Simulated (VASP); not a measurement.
# CdSe in VASP: work function with PBEsol

Aim: the work function of CdSe with PBEsol.

Program: VASP 6.6.1. These are calculated values, not measurements. Logs are shortened: lines on timing, memory, paths and dates and some standing lists are left out, and cuts for length are marked.

**1. The structure**

The cell holds a slab with vacuum, 12 atoms: a = 4.300 Å, b = 7.020 Å, c = 24.689 Å, α = 90.00°, β = 90.00°, γ = 90.00°.

**2. Work function, PBEsol**

INCAR reads:

```
PREC     = Accurate       # precision mode
ENCUT    = 520            # plane-wave cutoff, eV
EDIFF    = 1E-6           # SCF threshold, eV
ISMEAR   = 0              # smearing method
SIGMA    = 0.05           # smearing width, eV
LREAL    = F              # projectors in reciprocal space
LASPH    = T              # aspherical terms in the spheres
NELM     = 100            # most SCF steps
ALGO     = Normal         # electronic algorithm
ISIF     = 2              # what is computed and relaxed
LWAVE    = F              # write WAVECAR
LCHARG   = T              # write CHGCAR
LDIPOL   = T            
IDIPOL   = 3            
DIPOL    = 0.5 0.5 0.500
GGA      = PS             # functional
LVHAR    = T            
LVACPOTAV= T            
KPAR     = 8
```

KPOINTS reads:

```
regular mesh
0
Gamma
  6 4 1
```

POSCAR reads:

```
CdSe                                    
1.0
    4.3000000000      0.0000000000      0.0000000000
    0.0000000000      7.0200000000      0.0000000000
    0.0000000000      0.0000000000     24.6891215520
  Cd              Se            
     6     6
Direct
     0.0000000001000018    0.0567325963843225    0.3499131001146462
     0.5000000000000000    0.4832512470279192    0.3670140658908134
     0.5000000001000018    0.9888697628094988    0.4787873585589714
     0.0000000000000000    0.4888697628094985    0.5212126414410284
     0.0000000001000018    0.9832512470279193    0.6329859341091862
     0.5000000000000000    0.5567325963843224    0.6500868998853538
     0.0000000001000018    0.3910888605912245    0.3124020435816809
     0.5000000000000000    0.8682843437499489    0.3764214479330136
     0.5000000001000018    0.3667731894370805    0.4704746115881238
     0.0000000000000000    0.8667731894370806    0.5295253884118766
     0.0000000001000018    0.3682843437499487    0.6235785520669861
     0.5000000000000000    0.8910888605912245    0.6875979564183194
```

Potentials or basis: VASP PAW PBE potentials, release 64 (Cd, Se).

The run is started by

```bash
$ cat potpaw_PBE.64/Cd/POTCAR potpaw_PBE.64/Se/POTCAR > POTCAR
$ mpirun -np 8 vasp_std > vasp.out
```

OUTCAR:

```text
PREC = Accurate
   ENCUT = 520
   EDIFF = 1E-6
   ISMEAR = 0
   LREAL = F
   LASPH = T
   NELM = 100
   ISIF = 2
   GGA = PS

 ion  position               nearest neighbor table
   1  0.000  0.057  0.350-   7 2.52   8 2.61   8 2.61   2 3.71   2 3.71
   2  0.500  0.483  0.367-   7 2.62   7 2.62   9 2.68   8 2.71   1 3.71   1 3.71
   3  0.500  0.989  0.479-  10 2.63  10 2.63   9 2.66   8 2.67
   4  0.000  0.489  0.521-   9 2.63   9 2.63  10 2.66  11 2.67
   5  0.000  0.983  0.633-  12 2.62  12 2.62  10 2.68  11 2.71   6 3.71   6 3.71
   6  0.500  0.557  0.650-  12 2.52  11 2.61  11 2.61   5 3.71   5 3.71
   7  0.000  0.391  0.312-   1 2.52   2 2.62   2 2.62
   8  0.500  0.868  0.376-   1 2.61   1 2.61   3 2.67   2 2.71
   9  0.500  0.367  0.470-   4 2.63   4 2.63   3 2.66   2 2.68
  10  0.000  0.867  0.530-   3 2.63   3 2.63   4 2.66   5 2.68
  11  0.000  0.368  0.624-   6 2.61   6 2.61   4 2.67   5 2.71
  12  0.500  0.891  0.688-   6 2.52   5 2.62   5 2.62

  LATTYP: Found a simple orthorhombic cell.
 ALAT       =     4.3000000000
 B/A-ratio  =     1.6325581395
 C/A-ratio  =     5.7416561749

  Lattice vectors:

 A1 = (   4.3000000000,   0.0000000000,   0.0000000000)
 A2 = (   0.0000000000,   7.0200000000,   0.0000000000)
 A3 = (   0.0000000000,   0.0000000000,  24.6891215520)

Analysis of symmetry for initial positions (statically):
=====================================================================
 Subroutine PRICEL returns:
 Original cell was already a primitive cell.

 Routine SETGRP: Setting up the symmetry group for a
 simple orthorhombic supercell.

 Subroutine GETGRP returns: Found  4 space group operations
 (whereof  2 operations were pure point group operations)
 out of a pool of  8 trial point group operations.

The static configuration has the point symmetry C_1h.
 The point group associated with its full space group is C_2v.

Analysis of symmetry for dynamics (positions and initial velocities):
=====================================================================
 Subroutine PRICEL returns:
 Original cell was already a primitive cell.

 Routine SETGRP: Setting up the symmetry group for a
 simple orthorhombic supercell.

 Subroutine GETGRP returns: Found  4 space group operations
 (whereof  2 operations were pure point group operations)
 out of a pool of  8 trial point group operations.

The dynamic configuration has the point symmetry C_1h.
 The point group associated with its full space group is C_2v.

 Subroutine INISYM returns: Found  4 space group operations
 (whereof  2 operations are pure point group operations),
 and found     1 'primitive' translations

----------------------------------------------------------------------------------------

                                     Primitive cell

  volume of cell :     745.2658

  direct lattice vectors                    reciprocal lattice vectors
     4.300000000  0.000000000  0.000000000     0.232558140  0.000000000  0.000000000
     0.000000000  7.020000000  0.000000000     0.000000000  0.142450142  0.000000000
     0.000000000  0.000000000 24.689121552     0.000000000  0.000000000  0.040503669

  length of vectors
     4.300000000  7.020000000 24.689121552     0.232558140  0.142450142  0.040503669

  position of ions in fractional coordinates (direct lattice)
     0.000000000  0.056732596  0.349913100
     0.500000000  0.483251247  0.367014066
     0.500000000  0.988869763  0.478787359
     0.000000000  0.488869763  0.521212641
     0.000000000  0.983251247  0.632985934
     0.500000000  0.556732596  0.650086900
     0.000000000  0.391088861  0.312402044
     0.500000000  0.868284344  0.376421448
     0.500000000  0.366773189  0.470474612
     0.000000000  0.866773189  0.529525388
     0.000000000  0.368284344  0.623578552
     0.500000000  0.891088861  0.687597956

  ion indices of the primitive-cell ions
   primitive index   ion index
                 1           1
                 2           2
                 3           3
                 4           4
                 5           5
                 6           6
                 7           7
                 8           8
                 9           9
                10          10
                11          11
                12          12

----------------------------------------------------------------------------------------

 KPOINTS: regular mesh

Automatic generation of k-mesh.
 Grid dimensions read from file:
 generate k-points for:    6    4    1

 Generating k-lattice:

  Cartesian coordinates                     Fractional coordinates (reciprocal lattice)
     0.038759690  0.000000000  0.000000000     0.166666667  0.000000000  0.000000000
     0.000000000  0.035612536  0.000000000     0.000000000  0.250000000  0.000000000
     0.000000000  0.000000000  0.040503669     0.000000000  0.000000000  1.000000000

  Length of vectors
     0.038759690  0.035612536  0.040503669

  Shift w.r.t. Gamma in fractional coordinates (k-lattice)
     0.000000000  0.000000000  0.000000000

 Subroutine IBZKPT returns following result:
 ===========================================

 Found     12 irreducible k-points:

 Following reciprocal coordinates:
            Coordinates               Weight
  0.000000  0.000000  0.000000      1.000000
  0.166667  0.000000  0.000000      2.000000
  0.333333  0.000000  0.000000      2.000000
  0.500000  0.000000  0.000000      1.000000
  0.000000  0.250000  0.000000      2.000000
  0.166667  0.250000  0.000000      4.000000
  0.333333  0.250000  0.000000      4.000000
  0.500000  0.250000  0.000000      2.000000
  0.000000  0.500000  0.000000      1.000000
  0.166667  0.500000  0.000000      2.000000
  0.333333  0.500000  0.000000      2.000000
  0.500000  0.500000  0.000000      1.000000
   k-points           NKPTS =     12   k-points in BZ     NKDIM =     12   number of bands    NBANDS=     64
   number of dos      NEDOS =    301   number of ions     NIONS =     12
   total plane-waves  NPLWV = 331776
   dimension x,y,z NGX =    32 NGY =   54 NGZ =  192
   dimension x,y,z NGXF=    64 NGYF=  108 NGZF=  384
   ions per type =               6   6
   NGX,Y,Z   is equivalent  to a cutoff of  12.37, 12.79, 12.93 a.u.
   NGXF,Y,Z  is equivalent  to a cutoff of  24.74, 25.58, 25.86 a.u.
 SYSTEM =  unknown system
   PREC   = accura    normal or accurate (medium, high low for compatibility)
   ISTART =      0    job   : 0-new  1-cont  2-samecut
   ICHARG =      2    charge: 1-file 2-atom 10-const
   ISPIN  =      1    spin polarized calculation?
   LNONCOLLINEAR =      F non collinear calculations
   LSORBIT =      F    spin-orbit coupling
   LASPH  =      T    aspherical Exc in radial PAW
   ENCUT  =  520.0 eV  38.22 Ry    6.18 a.u.   8.00 13.05 45.91*2*pi/ulx,y,z
   NELM   =    100;   NELMIN=  2; NELMDL= -5     # of ELM steps
   EDIFF  = 0.1E-05   stopping-criterion for ELM
   LREAL  =      F    real-space projection
   EDIFFG = 0.1E-04   stopping-criterion for IOM
   NSW    =      0    number of steps for IOM
   IBRION =     -1    ionic relax: 0-MD 1-quasi-New 2-CG
   NFREE  =      0    steps in history (QN), initial steepest desc. (CG)
   ISIF   =      2    stress and relaxation
   ISYM   =      2    0-nonsym 1-usesym 2-fastsym
   POTIM  = 0.5000    time-step for ionic-motion
   TEBEG  =    0.0;   TEEND  =   0.0 temperature during run
   PSTRESS=    0.0 pullay stress
   NELECT =     108.0000    total number of electrons
   NUPDOWN=      -1.0000    fix difference up-down
   EMIN   =  10.00;   EMAX   =-10.00  energy-range for DOS
   EFERMI =   0.00;   METHOD = LEGACY
   ISMEAR =     0;   SIGMA  =   0.05  broadening in eV -4-tet -1-fermi 0-gaus
   EFERMI_NEDOS =   21; number of points for ismear=-14 and -15
   IALGO  =     38    algorithm
   IMIX   =      4    mixing-type and parameters
     AMIX     =   0.40;   BMIX     =  1.00
     AMIX_MAG =   1.60;   BMIX_MAG =  1.00
  volume/ion in A,a.u.               =      62.11       419.11
  Fermi-wavevector in a.u.,A,eV,Ry     =   0.859896  1.624967 10.060424  0.739420
  Thomas-Fermi vector in A             =   1.977319
   LORBIT       =      0    0 simple, 1 ext, 2 COOP (PROOUT), +10 PAW based schemes
   GGA     = PS    functional components
   LHFCALC =     F    Hartree Fock is set to
   AEXX    =    0.0000 exact exchange contribution
   IVDW    =     0    specifies the selected vdW correction
   LEPSILON=     F    determine dielectric tensor
   LRPA    =     F    only Hartree local field effects (RPA)
 non-spin polarized calculation
 Gauss-broadening in eV      SIGMA  =   0.05
  energy-cutoff  :      520.00
  volume of cell :      745.27
 maximum number of plane-waves:     20122
 NGX is ok and might be reduce to    32
   NGX = 15   NGY = 27   NGZ = 91

 dipolmoment           0.000000      0.000000     -0.000000 electrons x Angstroem

 number of electron     107.9999981 magnetization

 dipolmoment           0.000000      0.000000      0.000000 electrons x Angstroem

 Free energy of the ion-electron system (eV)
  ---------------------------------------------------
  ext. energy  EPLUGINS =         0.00000000
  ---------------------------------------------------
  free energy    TOTEN  =       -35.92147859 eV

  energy without entropy =      -35.92147859  energy(sigma->0) =      -35.92147859

 E-fermi :  -2.4570     XC(G=0):  -4.5472

 val. band max:       -2.7171613802   @ k =   0.0000   0.0000   0.0000
 cond. band min:      -1.5867489131   @ k =   0.0000   0.0000   0.0000
 fundamental gap:      1.1304124672
 Fermi energy:        -2.4570098448

 k-point     1 :       0.0000    0.0000    0.0000
  band No.  band energies     occupation
      1     -15.3103      2.00000
      2     -15.1874      2.00000
      3     -15.0112      2.00000
      4     -14.9000      2.00000
      5     -14.5910      2.00000
      6     -14.5826      2.00000
[... 793 lines left out ...]
     63       1.9146      0.00000
     64       1.9146      0.00000

------------------------ aborting loop because EDIFF is reached ----------------------------------------

  FORCE on cell =-STRESS in cart. coord.  units (eV):
  Direction    XX          YY          ZZ          XY          YZ          ZX
  --------------------------------------------------------------------------------------
  -------------------------------------------------------------------------------------
  Total       -1.3646197     -0.2955681     -0.1135588      0.0000000      0.0000000      0.0000000
  in kB       -2.9336683     -0.6354143     -0.2441294      0.0000000      0.0000000      0.0000000
  external PRESSURE =      -1.2710707 kB  Pullay stress =       0.0000000 kB

 VOLUME and BASIS-vectors are now :
 -----------------------------------------------------------------------------
  energy-cutoff  :      520.00
  volume of cell :      745.27
      direct lattice vectors                 reciprocal lattice vectors
     4.300000000  0.000000000  0.000000000     0.232558140  0.000000000  0.000000000
     0.000000000  7.020000000  0.000000000     0.000000000  0.142450142  0.000000000
     0.000000000  0.000000000 24.689121552     0.000000000  0.000000000  0.040503669

 POSITION                                       TOTAL-FORCE (eV/Angst)
 -----------------------------------------------------------------------------------
      0.00000      0.39826      8.63905         0.000000     -0.012945      0.003393
      2.15000      3.39242      9.06125         0.000000      0.002876      0.000192
      2.15000      6.94187     11.82084         0.000000      0.007408      0.006339
      0.00000      3.43187     12.86828         0.000000      0.007408     -0.006339
      0.00000      6.90242     15.62787         0.000000      0.002876     -0.000192
      2.15000      3.90826     16.05007         0.000000     -0.012945     -0.003393
      0.00000      2.74544      7.71293         0.000000      0.005754      0.003197
      2.15000      6.09536      9.29351         0.000000     -0.003191      0.006125
      2.15000      2.57475     11.61560         0.000000      0.000098      0.000697
      0.00000      6.08475     13.07352         0.000000      0.000098     -0.000697
      0.00000      2.58536     15.39561         0.000000     -0.003191     -0.006125
      2.15000      6.25544     16.97619         0.000000      0.005754     -0.003197
 -----------------------------------------------------------------------------------
    total drift:                               -0.000001      0.000302      0.000001

  FREE ENERGIE OF THE ION-ELECTRON SYSTEM (eV)
  ---------------------------------------------------
  free  energy   TOTEN  =       -35.9214785913 eV

  energy  without entropy=      -35.9214785913  energy(sigma->0) =      -35.92147859

 vacuum level on the upper side and lower side of the slab         2.962         2.962
```

Run time: 5 min. Hardware: 8 MPI ranks of Intel Xeon Platinum 8559C (Emerald Rapids), shared host; peak memory 0.9 GiB.

Results:

```yaml
Free_energy: -35.9215 eV
Largest_force: 0.013 eV/Å
Band_gap_on_the_k_mesh: 1.13 eV, direct
Ionisation_potential_of_the_upper_face: 5.68 eV
```

Forces in eV/Å, atoms in the order of the input:
```
Cd   0.000 -0.013  0.003
Cd   0.000  0.003  0.000
Cd   0.000  0.007  0.006
Cd   0.000  0.007 -0.006
Cd   0.000  0.003  0.000
Cd   0.000 -0.013 -0.003
Se   0.000  0.006  0.003
Se   0.000 -0.003  0.006
Se   0.000  0.000  0.001
Se   0.000  0.000 -0.001
Se   0.000 -0.003 -0.006
Se   0.000  0.006 -0.003
```

Caveat: the PAW data sets were made with another functional, which shifts forces and pressure a little. PBEsol gaps usually lie below the measured ones, often by a third to a half.
